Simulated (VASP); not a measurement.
# SnSe2 (P-3m1) in VASP: notebook

The runs below take SnSe2 through relaxation of cell and atoms, with PBE+D3(BJ).

Program: VASP 6.6.1. These are calculated values, not measurements. Logs are shortened: lines on timing, memory, paths and dates and some standing lists are left out, and cuts for length are marked.

### 1 Starting point

The structure is trigonal, space group P-3m1 (No. 164). The conventional cell has a = 3.809 Å, b = 3.809 Å, c = 6.142 Å, α = 90.00°, β = 90.00°, γ = 120.00°. Sn (site symmetry -3m) is surrounded by 6 Se at 2.68 Å. Around Se (site symmetry 3m) lie 3 Sn at 2.68 Å.

The cell was built by a generator and needn't be a form met in nature.

### 2 Relaxation of cell and atoms, PBE+D3(BJ)

Contents of INCAR:

```
SYSTEM = SnSe2
PREC = Accurate
ENCUT = 600
EDIFF = 1E-6
ISMEAR = 0
SIGMA = 0.03
LREAL = .FALSE.
LASPH = .TRUE.
NELM = 80
ALGO = Normal
ISIF = 3
LWAVE = .FALSE.
LCHARG = .FALSE.
GGA = PE
IVDW = 12
IBRION = 2
NSW = 90
EDIFFG = -0.01
```

Contents of KPOINTS:

```
regular mesh
0
G
  9 9 5
  0 0 0
```

Contents of POSCAR:

```
SnSe2
1.0
    3.8090651400      0.0000000000      0.0000000000
   -1.9045325700      3.2987471800      0.0000000000
    0.0000000000      0.0000000000      6.1422352900
Sn Se
1 2
Direct
    0.0000000000      0.0000000000      0.0000000000
    0.3333333300      0.6666666700      0.2500000000
    0.6666666700      0.3333333300      0.7500000000
```

Potentials or basis: VASP PAW PBE potentials, release 64 (Sn_d, Se).

On the command line:

```sh
$ cat potpaw_PBE.64/Sn_d/POTCAR potpaw_PBE.64/Se/POTCAR > POTCAR
$ mpirun -np 1 vasp_std > vasp.out
```

OUTCAR:

```text
SYSTEM = SnSe2
   PREC = Accurate
   ENCUT = 600
   EDIFF = 1E-6
   ISMEAR = 0
   LREAL = .FALSE.
   LASPH = .TRUE.
   NELM = 80
   ISIF = 3
   GGA = PE
   IVDW = 12
   IBRION = 2
   NSW = 90
   EDIFFG = -0.01
 IVDW          = 12

 ion  position               nearest neighbor table
   1  0.000  0.000  0.000-   2 2.68   3 2.68   3 2.68   2 2.68   3 2.68   2 2.68
   2  0.333  0.667  0.250-   1 2.68   1 2.68   1 2.68
   3  0.667  0.333  0.750-   1 2.68   1 2.68   1 2.68

  LATTYP: Found a hexagonal cell.
 ALAT       =     3.8090651400
 C/A-ratio  =     1.6125309136

  Lattice vectors:

 A1 = (   3.8090651400,   0.0000000000,   0.0000000000)
 A2 = (  -1.9045325700,   3.2987471800,   0.0000000000)
 A3 = (   0.0000000000,   0.0000000000,   6.1422352900)

Analysis of symmetry for initial positions (statically):
=====================================================================
 Subroutine PRICEL returns:
 Original cell was already a primitive cell.

 Routine SETGRP: Setting up the symmetry group for a
 hexagonal supercell.

 Subroutine GETGRP returns: Found 12 space group operations
 (whereof 12 operations were pure point group operations)
 out of a pool of 24 trial point group operations.

The static configuration has the point symmetry D_3d.

Analysis of symmetry for dynamics (positions and initial velocities):
=====================================================================
 Subroutine PRICEL returns:
 Original cell was already a primitive cell.

 Routine SETGRP: Setting up the symmetry group for a
 hexagonal supercell.

 Subroutine GETGRP returns: Found 12 space group operations
 (whereof 12 operations were pure point group operations)
 out of a pool of 24 trial point group operations.

The dynamic configuration has the point symmetry D_3d.

 Subroutine INISYM returns: Found 12 space group operations
 (whereof 12 operations are pure point group operations),
 and found     1 'primitive' translations

----------------------------------------------------------------------------------------

                                     Primitive cell

  volume of cell :      77.1781

  direct lattice vectors                    reciprocal lattice vectors
     3.809065140  0.000000000  0.000000000     0.262531609  0.151572695  0.000000000
    -1.904532570  3.298747180  0.000000000     0.000000000  0.303145390  0.000000000
     0.000000000  0.000000000  6.142235290     0.000000000  0.000000000  0.162807179

  length of vectors
     3.809065140  3.809065144  6.142235290     0.303145390  0.303145390  0.162807179

  position of ions in fractional coordinates (direct lattice)
     0.000000000  0.000000000  0.000000000
     0.333333330  0.666666670  0.250000000
     0.666666670  0.333333330  0.750000000
[... 86 lines left out ...]
   POTIM  = 0.5000    time-step for ionic-motion
   TEBEG  =    0.0;   TEEND  =   0.0 temperature during run
   PSTRESS=    0.0 pullay stress
   NELECT =      26.0000    total number of electrons
   NUPDOWN=      -1.0000    fix difference up-down
   EMIN   =  10.00;   EMAX   =-10.00  energy-range for DOS
   EFERMI =   0.00;   METHOD = LEGACY
   ISMEAR =     0;   SIGMA  =   0.03  broadening in eV -4-tet -1-fermi 0-gaus
   EFERMI_NEDOS =   21; number of points for ismear=-14 and -15
   IALGO  =     38    algorithm
   IMIX   =      4    mixing-type and parameters
     AMIX     =   0.40;   BMIX     =  1.00
     AMIX_MAG =   1.60;   BMIX_MAG =  1.00
  volume/ion in A,a.u.               =      25.73       173.61
  Fermi-wavevector in a.u.,A,eV,Ry     =   1.139116  2.152617 17.654722  1.297585
  Thomas-Fermi vector in A             =   2.275820
   LORBIT       =      0    0 simple, 1 ext, 2 COOP (PROOUT), +10 PAW based schemes
   GGA     = PE    functional components
   LHFCALC =     F    Hartree Fock is set to
   AEXX    =    0.0000 exact exchange contribution
   IVDW    =    12    specifies the selected vdW correction
   LEPSILON=     F    determine dielectric tensor
   LRPA    =     F    only Hartree local field effects (RPA)
 conjugate gradient relaxation of ions
 non-spin polarized calculation
 Gauss-broadening in eV      SIGMA  =   0.03
  energy-cutoff  :      600.00
  volume of cell :       77.18
 maximum number of plane-waves:      2603
   NGX = 15   NGY = 15   NGZ = 25

--------------------------------------- Ionic step        1  -------------------------------------------

 number of electron      25.9999991 magnetization

 Free energy of the ion-electron system (eV)
  ---------------------------------------------------
  ext. energy  EPLUGINS =         0.00000000
  ---------------------------------------------------
  free energy    TOTEN  =       -11.75742519 eV

  energy without entropy =      -11.75742519  energy(sigma->0) =      -11.75742519

------------------------ aborting loop because EDIFF is reached ----------------------------------------

 Edisp (eV)   -1.08298

 E8    (eV) :    -0.4737
[... 108 lines left out ...]
  FREE ENERGIE OF THE ION-ELECTRON SYSTEM (eV)
  ---------------------------------------------------
  free  energy   TOTEN  =       -12.8838284541 eV

  energy  without entropy=      -12.8838284541  energy(sigma->0) =      -12.88382845

 E-fermi :   4.0499     XC(G=0):  -9.3754

 val. band max:        3.9163541613   @ k =   0.1111   0.0000   0.2000
 cond. band min:       4.5200056007   @ k =   0.0000   0.4444   0.4000
 fundamental gap:      0.6036514394
 Fermi energy:         4.0499366199

 k-point     1 :       0.0000    0.0000    0.0000
  band No.  band energies     occupation
      1     -17.3038      2.00000
      2     -17.3038      2.00000
      3     -17.2668      2.00000
      4     -17.2561      2.00000
      5     -17.2561      2.00000
      6      -9.7936      2.00000
[... 459 lines left out ...]
      6      -8.9724      2.00000
[... 9 lines left out ...]
     16       8.9980      0.00000
     17      10.2122      0.00000

 [... further k-points ...]

[... ionic steps 4 to 11 ...]

--------------------------------------- Ionic step       12  -------------------------------------------

 number of electron      25.9999996 magnetization

------------------------ aborting loop because EDIFF is reached ----------------------------------------
[... 77 lines left out ...]
--------------------------------------- Ionic step       14  -------------------------------------------

 number of electron      25.9999996 magnetization

 Free energy of the ion-electron system (eV)
  ---------------------------------------------------
  ext. energy  EPLUGINS =         0.00000000
  ---------------------------------------------------
  free energy    TOTEN  =       -11.80583767 eV

  energy without entropy =      -11.80583767  energy(sigma->0) =      -11.80583767

 E-fermi :   4.6082     XC(G=0):  -9.5645

 val. band max:        4.4062600372   @ k =   0.1111   0.0000   0.0000
 cond. band min:       4.8430030451   @ k =   0.0000   0.4444   0.4000
 fundamental gap:      0.4367430080
 Fermi energy:         4.6082022936

 k-point     1 :       0.0000    0.0000    0.0000
  band No.  band energies     occupation
      1     -16.9737      2.00000
      2     -16.9737      2.00000
      3     -16.9395      2.00000
      4     -16.9284      2.00000
      5     -16.9284      2.00000
      6      -9.5086      2.00000
[... 505 lines left out ...]
  FREE ENERGIE OF THE ION-ELECTRON SYSTEM (eV)
  ---------------------------------------------------
  free  energy   TOTEN  =       -12.8976748128 eV

  energy  without entropy=      -12.8976748128  energy(sigma->0) =      -12.89767481

 reached required accuracy - stopping structural energy minimisation
```

OSZICAR:

```text
N       E                     dE             d eps       ncg     rms          rms(c)
DAV:   1     0.208975145103E+03    0.20898E+03   -0.13568E+04  1704   0.191E+03
DAV:   2     0.115489652071E+02   -0.19743E+03   -0.19411E+03  1837   0.421E+02
DAV:   3    -0.112728459570E+02   -0.22822E+02   -0.21956E+02  2168   0.127E+02
DAV:   4    -0.120136422419E+02   -0.74080E+00   -0.73985E+00  2061   0.235E+01
[... 115 lines left out ...]
       N       E                     dE             d eps       ncg     rms          rms(c)
DAV:   1    -0.118058558064E+02   -0.36567E-03   -0.55850E-04  2133   0.318E-01    0.226E-02
DAV:   2    -0.118058428818E+02    0.12925E-04   -0.37713E-05  2146   0.937E-02    0.116E-02
DAV:   3    -0.118058381280E+02    0.47538E-05   -0.12495E-05  2117   0.540E-02    0.254E-03
DAV:   4    -0.118058376716E+02    0.45642E-06   -0.70850E-07   877   0.887E-03
  14 F= -.12897675E+02 E0= -.12897675E+02  d E =-.902605E-03
```

It took 12 min on 1 thread of Intel Xeon Platinum 8259CL at 2.50GHz (Skylake/Cascade Lake), shared host; peak memory 0.28 GiB.

What came out:

| Item | Value |
| --- | --- |
| Free energy | -12.8977 eV |
| Relaxed volume | 25.58 Å³/atom |
| Relaxed cell | a = 3.839 Å, b = 3.839 Å, c = 6.011 Å, α = 90.00°, β = 90.00°, γ = 120.00° |
| Space group after relaxing (to 0.05 Å) | P-3m1 (No. 164) |
| Energy gained by relaxing | 19.1 meV/atom |
| Ionic steps | 14 |
| Pressure after relaxing | 0.0 GPa |
| Largest force after relaxing | 0.009 eV/Å |
| Band gap on the k mesh | 0.44 eV, indirect (least direct gap 0.82 eV) |
| Dispersion energy per atom | -0.364 eV |

Forces on the atoms (eV/Å):
```
Sn   0.000  0.000  0.000
Se   0.000  0.000 -0.009
Se   0.000  0.000  0.009
```

Stress tensor (GPa, compression positive):
```
 0.04  0.00  0.00
 0.00  0.04  0.00
 0.00  0.00 -0.05
```

Step by step:
```
step  energy change (eV)  largest force (eV/Å)  pressure (GPa)  volume (Å³)
   1              0.0000                0.7421            3.07        77.18
   2             -0.0161                0.2688           -2.66        82.82
   3             -0.0434                0.1493           -0.37        80.23
   4             -0.0434                0.1598           -0.29        80.17
   5             -0.0464                0.1209           -0.19        79.71
   6             -0.0482                0.0718           -0.03        79.14
   7             -0.0483                0.0559            0.03        78.96
   8             -0.0504                0.0361           -0.06        78.73
   9             -0.0547                0.0211           -0.28        78.04
  10             -0.0550                0.1291           -0.56        76.64
  11             -0.0564                0.0699           -0.41        77.37
  12             -0.0571                0.0165            0.20        76.47
  13             -0.0573                0.0062            0.05        76.71
  14             -0.0573                0.0086            0.01        76.73
```

Final structure:
```
Sn Se
1.0
     3.83915    0.00000    0.00000
    -1.91957    3.32480    0.00000
     0.00000    0.00000    6.01117
Sn Se
1 2
Cartesian
  0.0000 0.0000 0.0000
  0.0000 2.2165 1.5960
  1.9196 1.1083 4.4151
```

Caveat: spin-orbit coupling is left out, which moves the levels of the heavy elements; an odd mesh through Γ misses points on the zone boundary, where band edges often lie.

### 3 Relaxation of cell and atoms, PBE+D3(BJ)

This run uses another cell than the first one, of 25.58 Å³/atom, 0.994 times its volume.

Changes to INCAR since step 2:

```diff
@@ -3,3 +3,3 @@
 ENCUT = 600
-EDIFF = 1E-6
+EDIFF = 1E-7
 ISMEAR = 0
@@ -17,2 +17,2 @@
 NSW = 90
-EDIFFG = -0.01
+EDIFFG = -0.005
```

KPOINTS is that of step 2.

Contents of POSCAR:

```
SnSe2                                   
1.0
    3.8391473181     -0.0000000000     -0.0000000000
   -1.9195736590      3.3247991105     -0.0000000000
   -0.0000000000      0.0000000000      6.0111675865
  Sn              Se            
     1     2
Direct
     0.0000000000000000    0.0000000000000000    0.0000000000000000
     0.3333333300000021    0.6666666699999979    0.2655107870071306
     0.6666666699999979    0.3333333300000021    0.7344892129928692
```

Potentials or basis: VASP PAW PBE potentials, release 64 (Sn_d, Se).

On the command line:

```sh
$ cat potpaw_PBE.64/Sn_d/POTCAR potpaw_PBE.64/Se/POTCAR > POTCAR
$ mpirun -np 1 vasp_std > vasp.out
```

Run time: 1.9 min. Hardware: 1 thread of Intel Xeon Platinum 8259CL at 2.50GHz (Skylake/Cascade Lake), shared host; peak memory 0.27 GiB.

Results (log left out):

| Quantity | Value |
| --- | --- |
| Free energy | -12.8977 eV |
| Relaxed volume | 25.59 Å³/atom |
| Relaxed cell | a = 3.841 Å, b = 3.841 Å, c = 6.009 Å, α = 90.00°, β = 90.00°, γ = 120.00° |
| Space group after relaxing (to 0.05 Å) | P-3m1 (No. 164) |
| Energy gained by relaxing | 0.0 meV/atom |
| Ionic steps | 2 |
| Pressure after relaxing | 0.0 GPa |
| Largest force after relaxing | 0.003 eV/Å |
| Band gap on the k mesh | 0.44 eV, indirect (least direct gap 0.81 eV) |
| Dispersion energy per atom | -0.364 eV |

Forces in eV/Å, atoms in the order of the input:
```
Sn   0.000  0.000  0.000
Se   0.000  0.000 -0.003
Se   0.000  0.000  0.003
```

Final structure:
```cif
data_structure
_symmetry_space_group_name_H-M 'P 1'
_symmetry_Int_Tables_number 1
_cell_length_a 3.8406
_cell_length_b 3.8406
_cell_length_c 6.0088
_cell_angle_alpha 90.000
_cell_angle_beta 90.000
_cell_angle_gamma 120.000
_cell_volume 76.76
loop_
_atom_site_label
_atom_site_type_symbol
_atom_site_fract_x
_atom_site_fract_y
_atom_site_fract_z
_atom_site_occupancy
Sn1 Sn 0.00000 0.00000 0.00000 1
Se1 Se 0.33333 0.66667 0.26544 1
Se2 Se 0.66667 0.33333 0.73456 1
```

Levels at points of the mesh, in eV from the valence-band top:
```csv
k point,band 9,band 10,band 11,band 12,band 13,band 14,band 15,band 16,band 17
"(0.00, 0.00, 0.00)",-0.70,-0.70,-0.54,-0.54,-0.10,0.71,2.93,4.50,4.50
```

Caveat: spin-orbit coupling is left out, which moves the levels of the heavy elements; an odd mesh through Γ misses points on the zone boundary, where band edges often lie.

(Continued in part 2 of 2.)
